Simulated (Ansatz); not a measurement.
# GaN: a surface, (10-10), 4 layers, part 3 of 3

What do the surfaces of GaN (10-10), 4 layers cost, and how tightly do they hold an electron? Methods of the runs shown: PAW. Its runs: bulk cell relaxed (PAW); bulk in the slab's orientation (PAW); the reference run (PAW); atoms relaxed (PAW); no images along the normal (PAW); core holes in 2p of Ga (PAW).

Ansatz 0.2.0; DFT PBE; a cell built from a prototype (wurtzite type), not taken from measurement.

## (8) The output, continued: atoms relaxed, PAW files

Output, continued:

```text
SCF iter   6: F=-16668.708431 eV  HF=-16668.708430 eV  |F-HF|=7.13e-7  |Δ(HF+E_count)|=   1.93e-5  Δρ=5.05e-5  dr2=5.19e-6  ethr=9.18e-8  p=-0.000 e·Å  D=-2.20e-5 V/Å  ΔV_dip=0.00 eV  dr2_dipole=1.38e-11  V_vac-E_F(+/−)=4.82/4.82 eV  ⟨swp⟩=13.9  Hψ=3300  notcnv=0
SCF 4 converged in 6 iterations: F = -16668.708431 eV  dr2 = 5.19e-6
relax step   4: F+E_penalty+E_count = -16668.70843058 eV  Δ(F+E_penalty+E_count) = -5.778e-2 eV  max|allowed force component| = 2.973e-1 eV/Å  Δτ_max = 0.1079 Å  (6 SCF iters, dr2 threshold 6.61e-5 eV, accepted)
SCF iter   1: F=—  HF=-16668.726795 eV  |F-HF|=—  |Δ(HF+E_count)|=         —  Δρ=3.61e-3  dr2=2.02e-2  ethr=3.57e-4  p=-0.000 e·Å  D=-2.20e-5 V/Å  ΔV_dip=0.00 eV  dr2_dipole=4.75e-8  V_vac-E_F(+/−)=4.82/4.82 eV  ⟨swp⟩=4.6  Hψ=1708  notcnv=0  defer=40
efield: sawtooth ramp at fractional position 0.9500 (handed on by an earlier solve), width 0.1000; the density the first Hamiltonian is built on has a dipole p = -0.000 e·Å; the dipole correction subtracts the counter field D = -2.20e-5 V/Å, which shifts the + side's vacuum level by +0.00 eV against the − side's; the planar-averaged density in the ramp window peaks in size at 1.0e-5 e/Å³
preconditioner: auto → Resta (q_TF=auto, 2.114 Å⁻¹)  ε∞=2.3  [insulator: Δε(μ)=1.790 eV  Ē_g=15.340 eV  σ=0.020 eV  W_gap=1.00  n_scr=44 (ndim 8)  ℏωp=17.3 eV  f_vac=0.669  D(μ)=0.00/eV (n_scr^D=0)  ε∞_Penn≈2.3  vacuum switching on, ρ_ref=1.7e-2 e/Å³]
SCF iter   2: F=—  HF=-16668.721330 eV  |F-HF|=—  |Δ(HF+E_count)|=   5.46e-3  Δρ=1.68e-3  dr2=3.98e-3  ethr=2.80e-5  p=0.000 e·Å  D=3.03e-5 V/Å  ΔV_dip=-0.00 eV  dr2_dipole=5.04e-9  V_vac-E_F(+/−)=4.78/4.79 eV  ⟨swp⟩=2.2  Hψ=1009  notcnv=0  defer=41
SCF iter   3: F=—  HF=-16668.721175 eV  |F-HF|=—  |Δ(HF+E_count)|=   1.55e-4  Δρ=7.93e-4  dr2=2.48e-3  ethr=5.53e-6  p=-0.000 e·Å  D=-1.06e-5 V/Å  ΔV_dip=0.00 eV  dr2_dipole=3.77e-8  V_vac-E_F(+/−)=4.78/4.78 eV  ⟨swp⟩=2.3  Hψ=1179  notcnv=0  defer=41
SCF iter   4: F=—  HF=-16668.720734 eV  |F-HF|=—  |Δ(HF+E_count)|=   4.40e-4  Δρ=1.80e-4  dr2=7.41e-5  ethr=3.45e-6  p=0.000 e·Å  D=2.08e-5 V/Å  ΔV_dip=-0.00 eV  dr2_dipole=1.28e-10  V_vac-E_F(+/−)=4.78/4.78 eV  ⟨swp⟩=2.0  Hψ=813  notcnv=0  defer=41
SCF iter   5: F=-16668.720744 eV  HF=-16668.720748 eV  |F-HF|=3.63e-6  |Δ(HF+E_count)|=   1.34e-5  Δρ=5.09e-5  dr2=7.53e-6  ethr=2.60e-8  p=0.000 e·Å  D=2.14e-5 V/Å  ΔV_dip=-0.00 eV  dr2_dipole=3.61e-11  V_vac-E_F(+/−)=4.77/4.77 eV  ⟨swp⟩=14.6  Hψ=3712  notcnv=0
SCF 5 converged in 5 iterations: F = -16668.720744 eV  dr2 = 7.53e-6
relax step   5: F+E_penalty+E_count = -16668.72074414 eV  Δ(F+E_penalty+E_count) = -1.231e-2 eV  max|allowed force component| = 3.750e-2 eV/Å  Δτ_max = 0.0507 Å  (5 SCF iters, dr2 threshold 1.87e-5 eV, accepted)
SCF iter   1: F=—  HF=-16668.721231 eV  |F-HF|=—  |Δ(HF+E_count)|=         —  Δρ=4.64e-4  dr2=8.95e-4  ethr=4.94e-6  p=0.000 e·Å  D=2.14e-5 V/Å  ΔV_dip=-0.00 eV  dr2_dipole=4.89e-8  V_vac-E_F(+/−)=4.77/4.77 eV  ⟨swp⟩=2.4  Hψ=1540  notcnv=0  defer=39
efield: sawtooth ramp at fractional position 0.9500 (handed on by an earlier solve), width 0.1000; the density the first Hamiltonian is built on has a dipole p = 0.000 e·Å; the dipole correction subtracts the counter field D = 2.14e-5 V/Å, which shifts the + side's vacuum level by -0.00 eV against the − side's; the planar-averaged density in the ramp window peaks in size at 9.8e-6 e/Å³
preconditioner: auto → Resta (q_TF=auto, 2.114 Å⁻¹)  ε∞=2.3  [insulator: Δε(μ)=1.799 eV  Ē_g=15.310 eV  σ=0.020 eV  W_gap=1.00  n_scr=44 (ndim 8)  ℏωp=17.3 eV  f_vac=0.669  D(μ)=0.00/eV (n_scr^D=0)  ε∞_Penn≈2.3  vacuum switching on, ρ_ref=1.7e-2 e/Å³]
SCF iter   2: F=—  HF=-16668.720942 eV  |F-HF|=—  |Δ(HF+E_count)|=   2.89e-4  Δρ=1.88e-4  dr2=1.20e-4  ethr=1.24e-6  p=-0.000 e·Å  D=-3.20e-5 V/Å  ΔV_dip=0.00 eV  dr2_dipole=3.77e-9  V_vac-E_F(+/−)=4.79/4.79 eV  ⟨swp⟩=2.0  Hψ=941  notcnv=0  defer=39
SCF iter   3: F=—  HF=-16668.720907 eV  |F-HF|=—  |Δ(HF+E_count)|=   3.49e-5  Δρ=9.09e-5  dr2=2.41e-5  ethr=1.67e-7  p=-0.000 e·Å  D=-7.85e-6 V/Å  ΔV_dip=0.00 eV  dr2_dipole=8.79e-9  V_vac-E_F(+/−)=4.79/4.79 eV  ⟨swp⟩=2.4  Hψ=1029  notcnv=0  defer=39
SCF iter   4: F=—  HF=-16668.721007 eV  |F-HF|=—  |Δ(HF+E_count)|=   9.99e-5  Δρ=3.10e-5  dr2=2.36e-6  ethr=3.35e-8  p=-0.000 e·Å  D=-2.68e-5 V/Å  ΔV_dip=0.00 eV  dr2_dipole=1.18e-9  V_vac-E_F(+/−)=4.80/4.80 eV  ⟨swp⟩=2.2  Hψ=1116  notcnv=0  defer=39
SCF iter   5: F=—  HF=-16668.721007 eV  |F-HF|=—  |Δ(HF+E_count)|=   1.08e-7  Δρ=1.29e-5  dr2=5.81e-7  ethr=3.27e-9  p=-0.000 e·Å  D=-1.97e-5 V/Å  ΔV_dip=0.00 eV  dr2_dipole=3.97e-10  V_vac-E_F(+/−)=4.80/4.80 eV  ⟨swp⟩=2.5  Hψ=1068  notcnv=0  defer=39
SCF iter   6: F=-16668.721007 eV  HF=-16668.721007 eV  |F-HF|=1.39e-8  |Δ(HF+E_count)|=   7.76e-9  Δρ=3.10e-6  dr2=1.93e-8  ethr=1.39e-10  p=-0.000 e·Å  D=-2.27e-5 V/Å  ΔV_dip=0.00 eV  dr2_dipole=1.02e-11  V_vac-E_F(+/−)=4.80/4.80 eV  ⟨swp⟩=10.7  Hψ=3254  notcnv=0
SCF 6 converged in 6 iterations: F = -16668.721007 eV  dr2 = 1.93e-8
relax step   6: F+E_penalty+E_count = -16668.72100709 eV  Δ(F+E_penalty+E_count) = -2.629e-4 eV  max|allowed force component| = 1.064e-2 eV/Å  Δτ_max = 0.0076 Å  (6 SCF iters, accepted)
SCF iter   1: F=—  HF=-16668.720917 eV  |F-HF|=—  |Δ(HF+E_count)|=         —  Δρ=5.33e-5  dr2=1.40e-5  ethr=1.69e-7  p=-0.000 e·Å  D=-2.27e-5 V/Å  ΔV_dip=0.00 eV  dr2_dipole=2.12e-8  V_vac-E_F(+/−)=4.80/4.80 eV  ⟨swp⟩=2.1  Hψ=1383  notcnv=0
efield: sawtooth ramp at fractional position 0.9500 (handed on by an earlier solve), width 0.1000; the density the first Hamiltonian is built on has a dipole p = -0.000 e·Å; the dipole correction subtracts the counter field D = -2.27e-5 V/Å, which shifts the + side's vacuum level by +0.00 eV against the − side's; the planar-averaged density in the ramp window peaks in size at 9.9e-6 e/Å³
preconditioner: auto → Resta (q_TF=auto, 2.114 Å⁻¹)  ε∞=2.3  [insulator: Δε(μ)=1.799 eV  Ē_g=15.317 eV  σ=0.020 eV  W_gap=1.00  n_scr=44 (ndim 8)  ℏωp=17.3 eV  f_vac=0.669  D(μ)=0.00/eV (n_scr^D=0)  ε∞_Penn≈2.3  vacuum switching on, ρ_ref=1.7e-2 e/Å³]
SCF iter   2: F=—  HF=-16668.721019 eV  |F-HF|=—  |Δ(HF+E_count)|=   1.02e-4  Δρ=2.06e-5  dr2=1.40e-6  ethr=1.95e-8  p=0.000 e·Å  D=1.24e-5 V/Å  ΔV_dip=-0.00 eV  dr2_dipole=2.02e-9  V_vac-E_F(+/−)=4.79/4.79 eV  ⟨swp⟩=2.0  Hψ=948  notcnv=0
SCF iter   3: F=—  HF=-16668.721019 eV  |F-HF|=—  |Δ(HF+E_count)|=   4.17e-7  Δρ=9.44e-6  dr2=2.72e-7  ethr=1.94e-9  p=-0.000 e·Å  D=-4.51e-6 V/Å  ΔV_dip=0.00 eV  dr2_dipole=4.47e-9  V_vac-E_F(+/−)=4.79/4.79 eV  ⟨swp⟩=2.7  Hψ=1273  notcnv=0
SCF iter   4: F=-16668.721019 eV  HF=-16668.721019 eV  |F-HF|=2.33e-8  |Δ(HF+E_count)|=   5.17e-8  Δρ=3.82e-6  dr2=4.08e-8  ethr=1.39e-10  p=0.000 e·Å  D=9.07e-6 V/Å  ΔV_dip=-0.00 eV  dr2_dipole=6.84e-10  V_vac-E_F(+/−)=4.79/4.79 eV  ⟨swp⟩=9.4  Hψ=3063  notcnv=0
SCF 7 converged in 4 iterations: F = -16668.721019 eV  dr2 = 4.08e-8
relax step   7: F+E_penalty+E_count = -16668.72101868 eV  Δ(F+E_penalty+E_count) = -1.158e-5 eV  max|allowed force component| = 5.384e-4 eV/Å  Δτ_max = 0.0009 Å  (4 SCF iters, accepted)
SCF converged after 4 iterations
Free energy (F): -16668.721019 eV
Harris-Foulkes:  -16668.721019 eV  (|F-HF|=2.33e-8)
Internal energy: -16668.721019 eV  (E = F + TS)
E sigma→0 (E₀):  -16668.721019 eV
Fermi energy:    -0.589620 eV
Dipole field:    D = -0.000018 V/Å  (p = -0.000033 e·Å, saw-weighted, corrected)
Work function:   Φ+ = 4.7934 eV   Φ− = 4.7931 eV
Levels:          The Fermi level and band energies are counted from a zero that moves with the ramp; work functions are not
--- Per-component energies (eV) ---
  E_band       = -816.074776
  E_kinetic    = 981.976604
  E_local      = -58987.748293  (includes V_loc(G=0)·N_el)
  E_nonlocal   = 1894.032528
  E_hartree    = 28784.370079
  E_xc         = -513.322427
  E_vxc        = -533.432078  (∫ρ·V_xc dr)
  E_paw        = -8475.477355  (= ΣΔE_a)
  E_vpaw       = -1739.634753  (= ΣTr[D̂ρ^β])
  E_aug_tail   = -0.000040  (compensation charges beyond the density's cutoff)
  E_efield     = 0.000000  (sawtooth field / dipole correction)
  E_vefield    = 0.000000  (∫n·V_field dr)
  E_ewald      = 19647.447886
  E_smearing   = -0.000000  (= −TS)
  E_closure    = 0.000000  (closes the sum)
  Σ components = -16668.721019   (vs F -16668.721019, Δ=0.00e0)
--- Forces (eV/Å), atoms counted from 1 ---
  atom   1  Ga     0.00000000     0.00047312    -0.00035627
  atom   2  N      0.00000000    -0.00027928     0.00042356
  atom   3  Ga     0.00000000     0.00020349     0.00018154
  atom   4  N      0.00000000    -0.00038532     0.00054026
  atom   5  Ga     0.00000000     0.00015448    -0.00036537
  atom   6  N      0.00000000    -0.00039856    -0.00032583
  atom   7  Ga     0.00000000     0.00051723     0.00024716
  atom   8  N      0.00000000    -0.00033012    -0.00032987
  max |Σ_I F_I| component: 4.50e-5 eV/Å
--- Stress (GPa, compression-positive) ---
        1.679973       0.000000       0.000000
        0.000000       1.926520      -0.000039
        0.000000      -0.000039      -0.000521
  P = ⅓ Tr σ = 1.2020 GPa (12.020 kbar)
--- Band table (eV; the first three rows and the last of 15) ---
  k-point 0: bands = ["-17.1774", "-16.8181", "-16.3681", "-16.2989", "-15.1701", "-15.1569", "-15.1109", "-15.0856", "-15.0672", "-15.0539", "-15.0095", "-14.9928", "-14.9388", "-14.9281", "-14.6224", "-14.6149", "-14.5745", "-14.5418", "-14.5159", "-14.4569", "-14.4561", "-13.8176", "-13.0844", "-12.6554", "-8.0779", "-6.8857", "-5.8225", "-4.3427", "-4.0448", "-3.3730", "-2.7899", "-2.3120", "-2.0299", "-1.8625", "-1.7333", "-1.6205", "0.2921", "1.8515", "3.4594", "3.5608", "3.8789", "3.9081", "4.2630", "4.3143"]
  k-point 1: bands = ["-17.0882", "-16.7755", "-16.3813", "-16.3084", "-15.1637", "-15.1519", "-15.1091", "-15.0917", "-15.0597", "-15.0479", "-15.0282", "-15.0177", "-14.9194", "-14.9019", "-14.6318", "-14.6247", "-14.5727", "-14.5465", "-14.5010", "-14.4629", "-14.4625", "-13.7816", "-13.3907", "-12.8454", "-7.4893", "-6.8413", "-5.2540", "-4.8447", "-3.8965", "-3.2650", "-2.9064", "-2.6226", "-2.2115", "-2.2101", "-1.7864", "-1.5064", "0.9099", "1.9276", "3.1117", "3.4966", "3.7686", "3.9809", "4.3938", "4.7542"]
  k-point 2: bands = ["-16.8828", "-16.7401", "-16.3956", "-16.3480", "-15.1521", "-15.1471", "-15.1072", "-15.1032", "-15.0498", "-15.0478", "-15.0427", "-15.0376", "-14.8874", "-14.8721", "-14.6481", "-14.6449", "-14.5670", "-14.5574", "-14.4722", "-14.4714", "-14.3868", "-14.0327", "-13.5330", "-13.2285", "-6.4953", "-6.2698", "-5.5632", "-4.5584", "-3.8710", "-3.5073", "-3.1446", "-2.8207", "-2.4665", "-2.1806", "-2.1061", "-1.7153", "1.7769", "2.0664", "3.0617", "3.2821", "3.8153", "3.9906", "4.9212", "5.2807"]
  k-point 14: bands = ["-16.5245", "-16.4860", "-16.2154", "-16.2152", "-15.1919", "-15.1842", "-15.1768", "-15.1749", "-15.0613", "-15.0563", "-14.8245", "-14.8185", "-14.7033", "-14.6589", "-14.6118", "-14.6084", "-14.5510", "-14.5470", "-14.4777", "-14.4659", "-13.4310", "-13.2131", "-12.8275", "-12.7359", "-7.8331", "-7.7876", "-7.7119", "-7.4247", "-3.8482", "-3.8045", "-3.5937", "-3.4401", "-3.1172", "-3.1088", "-1.9887", "-1.9499", "1.9889", "2.4308", "3.4447", "4.0964", "4.3843", "4.6184", "5.6576", "6.2036"]
--- Relaxed structure (7 steps of the walk, 7 accepted, 0 SCFs on fresh bases) ---
  F+E_penalty+E_count = -16668.72101868 eV   max|allowed force component| = 5.384e-4 eV/Å
  atoms:
    - { symbol: Ga, position: [0.0, 0.08428614211636394, 0.42253097910258375] }
    - { symbol: N, position: [0.0, 0.4291177494514197, 0.4065356526075718] }
    - { symbol: Ga, position: [0.5, 0.5593129056315288, 0.4417519545962619] }
    - { symbol: N, position: [0.5, 0.927281358340219, 0.45079344094451007] }
    - { symbol: Ga, position: [0.5, 0.05931434850120344, 0.5582483690776272] }
    - { symbol: N, position: [0.5, 0.4272826547512714, 0.549206162993361] }
    - { symbol: Ga, position: [0.0, 0.5842863222239074, 0.5774695240334794] }
    - { symbol: N, position: [0.0, 0.9291185189840857, 0.5934639166446046] }
```

Wall time 41 s (3 threads of Intel Xeon Platinum 8488C (Sapphire Rapids), shared host); peak memory 0.75 GiB.

The steps of the relaxation:

```tsv
step	energy from step 1 (eV/cell)	largest force component (eV/Å)
1	0.0000	1.7916
2	-0.7625	1.2156
3	-1.1317	0.5590
4	-1.1895	0.2973
5	-1.2018	0.0375
6	-1.2021	0.0106
7	-1.2021	0.0005
```

Step 1 is the start.

The largest move, 0.35 Å, is shared by several atoms, Ga1 among them.

In short: gap on the k mesh 1.80 eV; work function 4.79 eV.

## (9) No images along the normal, PAW

input.yaml reads:

```yaml
crystal:
  lattice:
    - [3.2181862426, 0.0, 0.0]
    - [0.0, 5.2428332618, 0.0]
    - [0.0, 0.0, 19.716]
  atoms:
    - { symbol: Ga, position: [0.0, 0.0842861421, 0.4225309791] }
    - { symbol: "N", position: [0.0, 0.4291177495, 0.4065356526] }
    - { symbol: Ga, position: [0.5, 0.5593129056, 0.4417519546] }
    - { symbol: "N", position: [0.5, 0.9272813583, 0.4507934409] }
    - { symbol: Ga, position: [0.5, 0.0593143485, 0.5582483691] }
    - { symbol: "N", position: [0.5, 0.4272826548, 0.549206163] }
    - { symbol: Ga, position: [0.0, 0.5842863222, 0.577469524] }
    - { symbol: "N", position: [0.0, 0.929118519, 0.5934639166] }
  periodic: [true, true, false]
kpoints:
  mp_grid: { grid: [8, 5, 1] }
scf:
  occupations: { method: fermi_dirac, width: 0.02 }
hamiltonian:
  xc: pbe
  pseudopotentials: { kind: paw }
output:
  forces: true
  stress: true
  eigenvalues: true
```

Run with:

```console
> ansatz run input.yaml --threads 3 --pin off --max-ram 8192MiB --backend cpu --events-out ev --progress --plain --runs-dir out
```

Log, shortened:

```text
Warning: crystal.periodic: the lattice vector that does not repeat stood 0.000° off the slab's normal, 19.716 Å along it as the deck builds it. The run solves the slab on a vector along the normal, 31.171 Å long, with every atom where it was (on the deck's vector they left 16.03 Å outside [...]
Warning: the atoms were moved onto the symmetric positions of the space group found under crystal.symmetry.tolerance 1.0e-5 (fractional; no operation is sought that the atoms, as they stand in a round, miss by more than twice it, and no atom is moved by as much as it), and the run uses [...]
[... 2 set-up lines as earlier in the session ...]
[...]
  atom   1  Ga    -0.00000000     0.00055436    -0.00029003
  atom   2  N      0.00000000    -0.00031072     0.00033674
  atom   3  Ga     0.00000000     0.00015843     0.00023429
  atom   4  N      0.00000000    -0.00037842     0.00049053
  atom   5  Ga     0.00000000     0.00015843    -0.00023429
  atom   6  N      0.00000000    -0.00037842    -0.00049053
  atom   7  Ga    -0.00000000     0.00055436     0.00029003
  atom   8  N      0.00000000    -0.00031072    -0.00033674
[...]
--- 2D stress c σ (N/m, compression-positive) ---
        3.311963       0.000000       0.000000
        0.000000       3.798022       0.000000
        0.000000       0.000000       0.000000
  P = ½ c Tr σ = 3.5550 N/m
--- Band table (eV; the first three rows and the last of 15) ---
[...]
  ° read free of the cell's end (the report's vacuum.weakly_bound_levels)
```

Wall time 9.4 s (3 threads of Intel Xeon Platinum 8488C (Sapphire Rapids), shared host); peak memory 0.93 GiB.

This run gives: gap on the k mesh 1.80 eV.

## (10) Core holes in 2p of Ga, PAW

input.yaml, as its differences from that of step 9:

```diff
@@ -14,3 +14,2 @@
     - { symbol: "N", position: [0.0, 0.929118519, 0.5934639166] }
-  periodic: [true, true, false]
 kpoints:
@@ -26 +25,9 @@
   eigenvalues: true
+  core_levels:
+    shells: { Ga: ["2p"] }
+    counted_from: conduction_bottom
+    add_spin: false
+  write_density: true
+  write_potential: true
+  elf: true
+  volumetric_format: npy
```

Run with:

```console
> ansatz run input.yaml --threads 3 --pin off --max-ram 8192MiB --backend cpu --events-out ev --progress --plain --runs-dir out
```

Log, shortened:

```text
Warning: the atoms were moved onto the symmetric positions of the space group found under crystal.symmetry.tolerance 1.0e-5 (fractional; no operation is sought that the atoms, as they stand in a round, miss by more than twice it, and no atom is moved by as much as it), and the run uses [...]
[... 4 set-up lines as earlier in the session ...]
[...]
Crystal: 8 atoms, lattice volume = 332.657 Å³
Basis set: ecut = 420 eV, 6539 PW (Γ), exchange–correlation on 48×72×270 points (8 copies of the dense FFT grid, shifted against one another)
[...]
WARN: The output density's exchange-correlation potential varies sharply where the density is thin. Do not read a vacuum level from v_tot or v_xc, or from such a field of the output density. On a cell that repeats whose density bears no net charge and no dipole along the vacuum's axis use [...]
       -0.000000       0.000000      -0.000557
  P = ⅓ Tr σ = 1.2019 GPa (12.019 kbar)
--- Band table (eV; the first three rows and the last of 15) ---
[...]
--- Core levels from the conduction bottom, as differences alone (as output.core_levels.counted_from types it; a hole's nearest image at 3.2 Å) ---
  the holes have no spin, as output.core_levels.add_spin types it
  atom         alike  shell      binding/eV   shift/eV difference/eV images/eV   SCF
  Ga 0             2     2p               –     +0.000      1122.425         –    14
  Ga 2             2     2p               –     +0.212      1122.637         –    14
  the dataset of Ga with a 2p hole: scattering error 0.006 eV; free atom: scalar-relativistic, large and small components
  the two lines of Ga's 2p: 2p1/2 +18.051 eV and 2p3/2 -9.026 eV off its levels, 1 : 2 in strength
```

Wall time 26 s (3 threads of Intel Xeon Platinum 8488C (Sapphire Rapids), shared host); peak memory 0.77 GiB.

In short: gap on the k mesh 1.80 eV.

Density in a lattice plane of the grid's cell (edges 5.24 and 19.72 Å, at 0.000 of the third edge), which holds Ga and N.

Ten even steps from ' ' (0.00 e/Å³) to '@' (2.88 e/Å³):
```
            
            
            
            
            
            
            
@@    ##**##
..    ====..
            
====....    
**####@@    
            
            
            
            
            
            
            
            
```
Columns run along the first of these edges and rows up along the second, over one cell in 6 and 20 even steps from the bottom left corner. Atoms in the plane (fractional): Ga at (0.08, 0.42), N at (0.43, 0.41), Ga at (0.58, 0.58), N at (0.93, 0.59).

ELF in the same plane.

Values, 12 rows by 6 columns:
```
0.00 0.00 0.00 0.00 0.00 0.00
0.00 0.00 0.00 0.00 0.00 0.00
0.01 0.00 0.00 0.00 0.00 0.01
0.58 0.13 0.01 0.13 0.21 0.48
0.61 0.25 0.14 0.07 0.07 0.75
0.06 0.06 0.04 0.06 0.06 0.04
0.07 0.07 0.79 0.59 0.24 0.13
0.13 0.21 0.48 0.57 0.12 0.01
0.00 0.00 0.01 0.01 0.00 0.00
0.00 0.00 0.00 0.00 0.00 0.00
0.00 0.00 0.00 0.00 0.00 0.00
0.00 0.00 0.00 0.00 0.00 0.00
```
Columns run along the first of these edges and rows up along the second, over one cell in 6 and 12 even steps from the bottom left corner. Atoms in the plane (fractional): Ga at (0.08, 0.42), N at (0.43, 0.41), Ga at (0.58, 0.58), N at (0.93, 0.59).

Both are smooth fields of the valence electrons: close to the nuclei they are not physical.

The highest ELF values outside the cores: 0.88 beside N, off the lines to its neighbours, 0.7 Å from N; 0.86 on the N–Ga line, 0.7 Å from N; 0.85 in the shell around N, 0.6 Å from N.

## (11) All runs together

| run | surface energy (J/m²) | work function (eV; upper / lower face where they differ) | gap (eV) | largest force (eV/Å) | time |
| --- | --- | --- | --- | --- | --- |
| Slab as cut, PAW | 1.973 | 4.75 | 0.37 (mesh) | 2.434 | 7.7 s |
| Atoms relaxed, PAW | 1.402 | 4.79 | 1.80 (mesh) | 0.001 | 41 s |
| No images along the normal, PAW | 1.402 | – | 1.80 (mesh) | 0.001 | 9.4 s |
| Core holes in 2p of Ga, PAW | – | – | 1.80 (mesh) | 0.001 | 26 s |

Surface energy: (F of the slab less that of as many bulk atoms) over twice the area, the bulk computed in the slab's orientation.

## (12) Outcome

What follows sums up all 3 parts.

```
                     quantity      value
surface energy (PAW, relaxed)  1.40 J/m²
 work function (PAW, relaxed)    4.79 eV
```

What this shows: By PAW the surface costs 1.97 J/m² as cut and 1.40 J/m² relaxed. With a gap the Fermi level lies anywhere inside it, so the work function printed is no measured quantity. Thickness wasn't converged, and no reconstruction was sought.

These are semilocal Kohn-Sham gaps, which aren't the measured quantity. Such gaps usually fall short of the measured ones.
